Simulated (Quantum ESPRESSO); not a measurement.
MgSe:

```
Se Mg
1.0
     0.00000    2.72550    2.72550
     2.72550    0.00000    2.72550
     2.72550    2.72550    0.00000
Se Mg
1 1
Direct
  0.50000 0.50000 0.50000
  0.00000 0.00000 0.00000
```

Base run:

```yaml
Program: Quantum ESPRESSO 7.5
Functional: PBE
Potentials_or_basis: SSSP 1.3 efficiency PBE
Cutoff: 748 eV
Density_cutoff: 5987 eV
k_mesh: 8 × 8 × 8
Occupations: fermi-dirac, width 0.05 eV
Spin: no spin polarisation
```

Its results: band gap on the k mesh 1.79 eV, indirect (least direct gap 2.59 eV); pressure 1.8 GPa.

Question: The run is repeated on the same cell with these changes: functional from PBE to WC; occupations from fermi-dirac, width 0.05 eV to fermi-dirac, width 0.025 eV. What comes out?

Answer: Band gap on the k mesh 1.79 eV, indirect (least direct gap 2.50 eV); pressure 0.1 GPa.

Caveats: the potentials were made for another functional, which shifts forces and pressure (some runs).

A k mesh can miss the band edges.
